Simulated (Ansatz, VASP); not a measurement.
**Ta: VASP beside Ansatz**

```xyz
1
Lattice="-1.5682 1.6595 1.6595 1.5682 -1.6595 1.6595 1.5682 1.6595 -1.6595" Properties=species:S:1:pos:R:3 pbc="T T T"
Ta    0.0000    0.0000    0.0000
```

Change from the starting cell: normal strain along x -0.0550, normal strain along z +0.0000.

Alike in both runs: task single point; functional PBE; k mesh 18 × 18 × 18; occupations gaussian, width 0.15 eV; no spin polarisation.

|  | VASP | Ansatz |
| --- | --- | --- |
| version | VASP 6.6.1 | Ansatz 0.2.0 |
| potentials or method | VASP PAW PBE potentials, release 64 (Ta_pv) | scalar-relativistic, plane waves, PAW |
| plane-wave cutoff (eV) | 520 | 420 |
| valence electrons in the cell | 11 | 13 |

```csv
,VASP,Ansatz,Ansatz less VASP
gap on the k mesh at the Fermi level (eV),none,none,-
pressure (GPa),12.8,12.6,-0.19
largest component of the traceless stress (GPa),4.31,4.32,+0.006
```

A gap of «none» marks a metal or a gap that the smearing closes. The two sets of potentials don't hold the same shells in valence.

The runs have no spin-orbit coupling, so splittings on Ta are missing.
